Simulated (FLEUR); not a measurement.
# SiC (Moissanite 3C) (F-43m) in FLEUR: settings compared

One crystal, SiC (Moissanite 3C), is run at these levels: PBE, Wu-Cohen GGA; tasks: band structure.

All numbers are computed with FLEUR MaX-R8.1 (later development tree); they aren't measurements. Logs are shortened: lines on timing, memory, paths and dates and some standing lists are left out, and cuts for length are marked.

**The experiment to reproduce.**

From “Insight into the structural, elastic and electronic properties of a new orthorhombic 6O-SiC polytype”, 2020, pmc:7200658, for a bulk crystal of SiC: band gap 2.4 eV (indirect).

The results are compared with them further down.

## Step 1: The structure

It takes space group F-43m (No. 216, cubic). The conventional cell has a = 4.358 Å, b = 4.358 Å, c = 4.358 Å, α = 90.00°, β = 90.00°, γ = 90.00°. Around Si (site symmetry -43m) lie 4 C at 1.89 Å. C (site symmetry -43m) is surrounded by 4 Si at 1.89 Å.

## Step 2: Band structure, PBE

inp.xml reads:

```xml
<?xml version="1.0" encoding="UTF-8" standalone="no"?>
<fleurInput fleurInputVersion="0.39">
   <comment>
      SiC                                                                                                 
   </comment>
   <calculationSetup>
      <cutoffs Kmax="5.54" Gmax="17.2" GmaxXC="17.2" numbands="0"/>
      <scfLoop itmax="60" minDistance="0.00001" maxIterBroyd="15" imix="Anderson" alpha="0.05" precondParam="0.0" spinf="2.0" sdNocoIR="T"/>
      <coreElectrons ctail="T" frcor="F" kcrel="0" coretail_lmax="0"/>
      <xcFunctional name="pbe" relativisticCorrections="F"/>
      <magnetism jspins="1"/>
      <soc l_soc="F" theta="0.0" phi="0.0" spav="F"/>
      <expertModes spex="0" secvar="F"/>
      <geometryOptimization l_f="F" forcealpha="1.0" forcemix="BFGS" epsdisp="0.00001" epsforce="0.00001"/>
      <ldaU l_linMix="F" mixParam="0.05" spinf="1.0"/>
   </calculationSetup>
   <cell>
      <bzIntegration valenceElectrons="16.0" mode="hist" fermiSmearingEnergy="0.00183747">
         <kPointListSelection listName="default-1"/>
         <!-- k-points included here -->
         <xi:include xmlns:xi="http://www.w3.org/2001/XInclude" href="kpts.xml"> </xi:include>
      </bzIntegration>
      <!-- symmetry operations included here -->
      <xi:include xmlns:xi="http://www.w3.org/2001/XInclude" href="sym.xml"> </xi:include>
      <bulkLattice scale="1.0">
[... 30 lines left out ...]
            <stateOccupation state="(2p3/2)" spinUp="0.666667" spinDown="0.666667"/>
         </electronConfig>
         <energyParameters s="2" p="2" d="3" f="4"/>
         <lo type="SCLO" l="0" n="2" eDeriv="2"/>
         <lo type="SCLO" l="1" n="2" eDeriv="2"/>
         <lo type="SCLO" l="2" n="3" eDeriv="2"/>
      </species>
   </atomSpecies>
   <atomGroups>
      <atomGroup species="Silicon (Si)">
         <relPos label="                   1">.0000000000 .0000000000 .0000000000</relPos>
         <force calculate="T" relaxXYZ="TTT"/>
      </atomGroup>
      <atomGroup species="Carbon (C)">
         <relPos label="                   2">-1.000/4.000 -1.000/4.000 -1.000/4.000</relPos>
         <force calculate="T" relaxXYZ="TTT"/>
      </atomGroup>
   </atomGroups>
   <output dos="F" band="F" slice="F">
      <checks vchk="F" cdinf="F"/>
      <bandDOS minEnergy="-.5*Htr" maxEnergy="0.5*Htr" sigma="0.015" storeEVData="T"/>
      <vacuumDOS vacdos="F" integ="F" star="F" nstars="0" locx1="0.0" locy1="0.0" locx2="0.0" locy2="0.0" nstm="0" tworkf="0.0"/>
      <unfoldingBand unfoldBand="F" supercellX="1" supercellY="1" supercellZ="1"/>
      <plotting iplot="0" polar="F">
         <plot TwoD="T" vec1="  1.0  0.0  0.0" vec2="  0.0  1.0  0.0" vec3="  0.0  0.0  1.0" zero="  0.0  0.0  0.0" file="plot"/>
      </plotting>
      <chargeDensitySlicing numkpt="0" minEigenval="0.0" maxEigenval="0.0" nnne="0" pallst="F"/>
      <specialOutput eonly="F"/>
      <moessbauerParams electricFieldGradient="T" isomerShift="T" coreHyperfine="T" valenceHyperfine="T"/>
      <magneticCircularDichroism mcd="F" energyLo="-10.0" energyUp="0.0"/>
   </output>
  <!-- We include the file relax.xml here to enable relaxations (see documentation) -->
  <xi:include xmlns:xi="http://www.w3.org/2001/XInclude" href="relax.xml"> <xi:fallback/> </xi:include>
</fleurInput>
```

crystal.txt reads:

```
SiC
&input cartesian=F /
0.0000000000  2.1790000000  2.1790000000
2.1790000000  0.0000000000  2.1790000000
2.1790000000  2.1790000000  0.0000000000
1.8897261246
1.0 1.0 1.0

2
14 0.0000000000  0.0000000000  0.0000000000
6 0.7500000000  0.7500000000  0.7500000000

&kpt div1=10 div2=10 div3=10 gamma=T /
```

inp.xml (bands) reads:

```
<?xml version="1.0" encoding="UTF-8" standalone="no"?>
<fleurInput fleurInputVersion="0.39">
   <comment>
      SiC                                                                                                 
   </comment>
   <calculationSetup>
      <cutoffs Kmax="5.54" Gmax="17.2" GmaxXC="17.2" numbands="0"/>
      <scfLoop itmax="60" minDistance="0.00001" maxIterBroyd="15" imix="Anderson" alpha="0.05" precondParam="0.0" spinf="2.0" sdNocoIR="T"/>
      <coreElectrons ctail="T" frcor="F" kcrel="0" coretail_lmax="0"/>
      <xcFunctional name="pbe" relativisticCorrections="F"/>
      <magnetism jspins="1"/>
      <soc l_soc="F" theta="0.0" phi="0.0" spav="F"/>
      <expertModes spex="0" secvar="F"/>
      <geometryOptimization l_f="F" forcealpha="1.0" forcemix="BFGS" epsdisp="0.00001" epsforce="0.00001"/>
      <ldaU l_linMix="F" mixParam="0.05" spinf="1.0"/>
   </calculationSetup>
   <cell>
      <bzIntegration valenceElectrons="16.0" mode="hist" fermiSmearingEnergy="0.00183747">
         <kPointListSelection listName="path-1"/>
         <!-- k-points included here -->
         <xi:include xmlns:xi="http://www.w3.org/2001/XInclude" href="kpts.xml"> </xi:include>
      </bzIntegration>
      <!-- symmetry operations included here -->
      <xi:include xmlns:xi="http://www.w3.org/2001/XInclude" href="sym.xml"> </xi:include>
      <bulkLattice scale="1.0">
         <bravaisMatrix>
[... 30 lines left out ...]
         </electronConfig>
         <energyParameters s="2" p="2" d="3" f="4"/>
         <lo type="SCLO" l="0" n="2" eDeriv="2"/>
         <lo type="SCLO" l="1" n="2" eDeriv="2"/>
         <lo type="SCLO" l="2" n="3" eDeriv="2"/>
      </species>
   </atomSpecies>
   <atomGroups>
      <atomGroup species="Silicon (Si)">
         <relPos label="                   1">.0000000000 .0000000000 .0000000000</relPos>
         <force calculate="T" relaxXYZ="TTT"/>
      </atomGroup>
      <atomGroup species="Carbon (C)">
         <relPos label="                   2">-1.000/4.000 -1.000/4.000 -1.000/4.000</relPos>
         <force calculate="T" relaxXYZ="TTT"/>
      </atomGroup>
   </atomGroups>
   <output dos="F" band="T" slice="F">
      <checks vchk="F" cdinf="F"/>
      <bandDOS minEnergy="-.5*Htr" maxEnergy="0.5*Htr" sigma="0.015" storeEVData="T"/>
      <vacuumDOS vacdos="F" integ="F" star="F" nstars="0" locx1="0.0" locy1="0.0" locx2="0.0" locy2="0.0" nstm="0" tworkf="0.0"/>
      <unfoldingBand unfoldBand="F" supercellX="1" supercellY="1" supercellZ="1"/>
      <plotting iplot="0" polar="F">
         <plot TwoD="T" vec1="  1.0  0.0  0.0" vec2="  0.0  1.0  0.0" vec3="  0.0  0.0  1.0" zero="  0.0  0.0  0.0" file="plot"/>
      </plotting>
      <chargeDensitySlicing numkpt="0" minEigenval="0.0" maxEigenval="0.0" nnne="0" pallst="F"/>
      <specialOutput eonly="F"/>
      <moessbauerParams electricFieldGradient="T" isomerShift="T" coreHyperfine="T" valenceHyperfine="T"/>
      <magneticCircularDichroism mcd="F" energyLo="-10.0" energyUp="0.0"/>
   </output>
  <!-- We include the file relax.xml here to enable relaxations (see documentation) -->
  <xi:include xmlns:xi="http://www.w3.org/2001/XInclude" href="relax.xml"> <xi:fallback/> </xi:include>
</fleurInput>
```

Potentials or basis: all-electron, FLAPW.

On the command line:

```bash
inpgen -f crystal.txt -profile fastHighL
# inp.xml edited to the form shown
fleur_MPI
fleur_MPI   # second run, on inp.xml (bands)
```

What it wrote:

```text
Welcome to FLEUR        (www.flapw.de)
      MaX-Release 8.1          (www.max-centre.eu)

 ========== k-point set info ==========
 Selected k-point list: default-1
 k-point list type: mesh
 10 x 10 x 10
 Number of k points: 47

 ------------Calculation Setup---------------------------
 Number of MPI-tasks      :            1
 Number of PE/node        :            1
 Number of OMP-threads    :            1
 Most efficient MPI parallelization for:
           1          47
 Additional eigenvalue parallelization possible
 Number of basis functions:          467
 Approximate size of matrices (H+S) per k-point:         0.006 GB
 --------------------------------------------------------
Nuclear radius smaller than smallest radial mesh point for atom type 2 -- skipping its core isomer shift
Nuclear radius smaller than smallest radial mesh point for atom type 2 -- skipping its isomer shift
 Iteration:     1   Distance:      24.20631218 me/bohr^3
Nuclear radius smaller than smallest radial mesh point for atom type 2 -- skipping its core isomer shift
Nuclear radius smaller than smallest radial mesh point for atom type 2 -- skipping its isomer shift
 Iteration:     2   Distance:      21.58837192 me/bohr^3
Nuclear radius smaller than smallest radial mesh point for atom type 2 -- skipping its core isomer shift
Nuclear radius smaller than smallest radial mesh point for atom type 2 -- skipping its isomer shift
 Iteration:     3   Distance:       8.12833214 me/bohr^3
Nuclear radius smaller than smallest radial mesh point for atom type 2 -- skipping its core isomer shift
Nuclear radius smaller than smallest radial mesh point for atom type 2 -- skipping its isomer shift
 Iteration:     4   Distance:       4.81177914 me/bohr^3
Nuclear radius smaller than smallest radial mesh point for atom type 2 -- skipping its core isomer shift
Nuclear radius smaller than smallest radial mesh point for atom type 2 -- skipping its isomer shift
 Iteration:     5   Distance:       0.99139321 me/bohr^3
Nuclear radius smaller than smallest radial mesh point for atom type 2 -- skipping its core isomer shift
Nuclear radius smaller than smallest radial mesh point for atom type 2 -- skipping its isomer shift
 Iteration:     6   Distance:       0.20203735 me/bohr^3
Nuclear radius smaller than smallest radial mesh point for atom type 2 -- skipping its core isomer shift
Nuclear radius smaller than smallest radial mesh point for atom type 2 -- skipping its isomer shift
 Iteration:     7   Distance:       0.15918583 me/bohr^3
Nuclear radius smaller than smallest radial mesh point for atom type 2 -- skipping its core isomer shift
Nuclear radius smaller than smallest radial mesh point for atom type 2 -- skipping its isomer shift
 Iteration:     8   Distance:       0.04401232 me/bohr^3
Nuclear radius smaller than smallest radial mesh point for atom type 2 -- skipping its core isomer shift
Nuclear radius smaller than smallest radial mesh point for atom type 2 -- skipping its isomer shift
 Iteration:     9   Distance:       0.01716806 me/bohr^3
Nuclear radius smaller than smallest radial mesh point for atom type 2 -- skipping its core isomer shift
Nuclear radius smaller than smallest radial mesh point for atom type 2 -- skipping its isomer shift
 Iteration:    10   Distance:       0.00352238 me/bohr^3
Nuclear radius smaller than smallest radial mesh point for atom type 2 -- skipping its core isomer shift
Nuclear radius smaller than smallest radial mesh point for atom type 2 -- skipping its isomer shift
 Iteration:    11   Distance:       0.00526385 me/bohr^3
Nuclear radius smaller than smallest radial mesh point for atom type 2 -- skipping its core isomer shift
Nuclear radius smaller than smallest radial mesh point for atom type 2 -- skipping its isomer shift
 Iteration:    12   Distance:       0.00016251 me/bohr^3
Nuclear radius smaller than smallest radial mesh point for atom type 2 -- skipping its core isomer shift
Nuclear radius smaller than smallest radial mesh point for atom type 2 -- skipping its isomer shift
 Iteration:    13   Distance:       0.00003178 me/bohr^3
Nuclear radius smaller than smallest radial mesh point for atom type 2 -- skipping its core isomer shift
Nuclear radius smaller than smallest radial mesh point for atom type 2 -- skipping its isomer shift
 Iteration:    14   Distance:       0.00002574 me/bohr^3
Nuclear radius smaller than smallest radial mesh point for atom type 2 -- skipping its core isomer shift
Nuclear radius smaller than smallest radial mesh point for atom type 2 -- skipping its isomer shift
 Iteration:    15   Distance:       0.00000043 me/bohr^3

 ********************************************************************
 Run finished successfully
 Stop message:
   all done
 ********************************************************************
```

It took 82 s on 1 thread of Arm Neoverse V1, shared host; peak memory 0.06 GiB.

What came out:

```
Free energy                                           : -8929.5384 eV
Band gap on the k mesh                                : 1.36 eV, indirect (least direct gap 4.55 eV)
Band gap along the path                               : 1.36 eV, indirect (least direct gap 4.55 eV)
Valence electrons inside the program's atomic spheres : Si 9.28; C 2.65 (radii Si 1.77, C 1.53 bohr)
```

Levels at the corners of the path, in eV from the valence-band top:
```tsv
point	band 5	band 6	band 7	band 8	band 9	band 10	band 11	band 12
Γ	-15.41	0.00	0.00	0.00	6.22	7.31	7.31	7.31
X	-10.39	-7.80	-3.19	-3.19	1.36	4.32	14.02	14.02
W	-10.16	-7.03	-4.99	-4.69	5.21	9.44	9.46	9.77
K	-10.39	-7.28	-5.54	-2.60	3.11	7.77	11.84	12.45
Γ	-15.41	0.00	0.00	0.00	6.22	7.31	7.31	7.31
L	-11.84	-8.54	-1.05	-1.05	5.43	7.23	7.23	10.05
U	-10.39	-7.28	-5.54	-2.60	3.11	7.77	11.84	12.45
W	-10.16	-7.03	-4.99	-4.69	5.21	9.44	9.46	9.77
L	-11.84	-8.54	-1.05	-1.05	5.43	7.23	7.23	10.05
K	-10.39	-7.28	-5.54	-2.60	3.11	7.77	11.84	12.45
U	-10.39	-7.28	-5.54	-2.60	3.11	7.77	11.84	12.45
X	-10.39	-7.80	-3.19	-3.19	1.36	4.32	14.02	14.02
```

Core levels (eV from the Fermi level):
```tsv
atom	levels
1 Si	1s1/2 -1779.4
2 C	1s1/2 -263.6
```

## Step 3: Band structure, Wu-Cohen GGA

Changes to inp.xml since step 2:

```diff
@@ -9,3 +9,3 @@
       <coreElectrons ctail="T" frcor="F" kcrel="0" coretail_lmax="0"/>
-      <xcFunctional name="pbe" relativisticCorrections="F"/>
+      <xcFunctional name="wc" relativisticCorrections="F"/>
       <magnetism jspins="1"/>
```

crystal.txt is that of step 2.

Changes to inp.xml (bands) since step 2:

```diff
@@ -9,3 +9,3 @@
       <coreElectrons ctail="T" frcor="F" kcrel="0" coretail_lmax="0"/>
-      <xcFunctional name="pbe" relativisticCorrections="F"/>
+      <xcFunctional name="wc" relativisticCorrections="F"/>
       <magnetism jspins="1"/>
```

Potentials or basis: all-electron, FLAPW.

On the command line:

```bash
inpgen -f crystal.txt -profile fastHighL
# inp.xml edited to the form shown
fleur_MPI
fleur_MPI   # second run, on inp.xml (bands)
```

It took 55 s on 1 thread of Intel Xeon Platinum 8488C (Sapphire Rapids), shared host; peak memory 0.06 GiB.

The run converged. Its results:

* Free energy: -8921.4893 eV
* Band gap on the k mesh: 1.28 eV, indirect (least direct gap 4.48 eV)
* Band gap along the path: 1.28 eV, indirect (least direct gap 4.48 eV)
* Valence electrons inside the program's atomic spheres: Si 9.28; C 2.65 (radii Si 1.77, C 1.53 bohr)

Levels at the corners of the path, in eV from the valence-band top:
| point | band 5 | band 6 | band 7 | band 8 | band 9 | band 10 | band 11 | band 12 |
| --- | --- | --- | --- | --- | --- | --- | --- | --- |
| Γ | -15.40 | 0.00 | 0.00 | 0.00 | 6.18 | 7.26 | 7.26 | 7.26 |
| X | -10.35 | -7.82 | -3.20 | -3.20 | 1.28 | 4.22 | 13.95 | 13.95 |
| W | -10.11 | -7.03 | -5.03 | -4.72 | 5.14 | 9.39 | 9.42 | 9.65 |
| K | -10.35 | -7.29 | -5.58 | -2.61 | 3.03 | 7.69 | 11.78 | 12.38 |
| Γ | -15.40 | 0.00 | 0.00 | 0.00 | 6.18 | 7.26 | 7.26 | 7.26 |
| L | -11.81 | -8.57 | -1.06 | -1.06 | 5.38 | 7.17 | 7.17 | 9.94 |
| U | -10.35 | -7.29 | -5.58 | -2.61 | 3.03 | 7.69 | 11.78 | 12.38 |
| W | -10.11 | -7.03 | -5.03 | -4.72 | 5.14 | 9.39 | 9.42 | 9.65 |
| L | -11.81 | -8.57 | -1.06 | -1.06 | 5.38 | 7.17 | 7.17 | 9.94 |
| K | -10.35 | -7.29 | -5.58 | -2.61 | 3.03 | 7.69 | 11.78 | 12.38 |
| U | -10.35 | -7.29 | -5.58 | -2.61 | 3.03 | 7.69 | 11.78 | 12.38 |
| X | -10.35 | -7.82 | -3.20 | -3.20 | 1.28 | 4.22 | 13.95 | 13.95 |

Core levels (eV from the Fermi level):
```tsv
atom	levels
1 Si	1s1/2 -1778.1
2 C	1s1/2 -263.0
```

## Step 4: Comparison with measurements

Step 2. A measured gap of SiC is 2.4 eV (indirect; quoted in “Insight into the structural, elastic and electronic properties of a new orthorhombic 6O-SiC polytype”, 2020, pmc:7200658); the calculated 1.36 eV misses it by -1.04 eV. The value is that of PBE, without temperature or zero-point motion. Semilocal functionals fall short of measured gaps as a rule.

Step 3. A measured gap of SiC is 2.4 eV (indirect; quoted in “Insight into the structural, elastic and electronic properties of a new orthorhombic 6O-SiC polytype”, 2020, pmc:7200658); the calculated 1.28 eV misses it by -1.12 eV. The value is that of Wu-Cohen GGA, without temperature or zero-point motion.
